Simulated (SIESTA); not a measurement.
Na2S under changes of volume

One of the cells (23.385 Å³/atom); the others are scaled copies at fixed shape and fractional positions:

```
CELL_PARAMETERS angstrom
0.00000 3.27350 3.27350
3.27350 0.00000 3.27350
3.27350 3.27350 0.00000
ATOMIC_POSITIONS crystal
S 0.00000 0.00000 0.00000
Na 0.75000 0.75000 0.75000
Na 0.25000 0.25000 0.25000
```

```yaml
Program: SIESTA 5.4.2
Functional: LDA
Potentials_or_basis: PseudoDojo 0.4 standard (LDA files)
Basis: DZP (energy shift 0.003 Ry; two zetas on semicore shells)
Grid_cutoff: 800 Ry
Energy_shift: 0.003 Ry
k_mesh: 7 × 7 × 7
Occupations: fermi-dirac, width 0.05 eV
Spin: no spin polarisation
```

| volume (Å³/atom) | energy over the lowest point (meV/atom) | pressure (GPa) | gap on the mesh (eV) |
| --- | --- | --- | --- |
| 21.982 | 0.00 | 0.1 | 2.47 |
| 22.450 | 0.72 | -0.6 | 2.39 |
| 22.918 | ? | ? | ? |
| 23.385 | 7.72 | -1.8 | 2.26 |
| 23.853 | 13.62 | -2.3 | 2.20 |
| 24.321 | 20.90 | -2.7 | 2.14 |
| 24.789 | 29.45 | -3.1 | 2.08 |

Problem. What does the run at 22.918 Å³/atom give?

Solution. Energy over the lowest point 3.34 meV/atom; pressure -1.2 GPa; gap on the mesh 2.33 eV.

Worked out: A Birch-Murnaghan fit of order 3 (a polynomial in V^(-2/3)) to the other rows has its minimum at 22.05 Å³/atom with B0 = V·E''(V) = 34 GPa and B' = 4.1. It gives 3.37 meV/atom at 22.918 Å³/atom, against the run's 3.34, and -dE/dV = -1.2 GPa, against -1.2. A straight line through the other rows of the gap, of slope -3.21 eV per unit of ln V (its deformation potential), gives 2.33 eV, against the run's 2.33.

Energies are extrapolated to zero smearing.

Caveats: an odd mesh through Γ misses points on the zone boundary, where band edges often lie; the basis of atomic orbitals isn't converged, which shifts pressures, moduli and gaps.
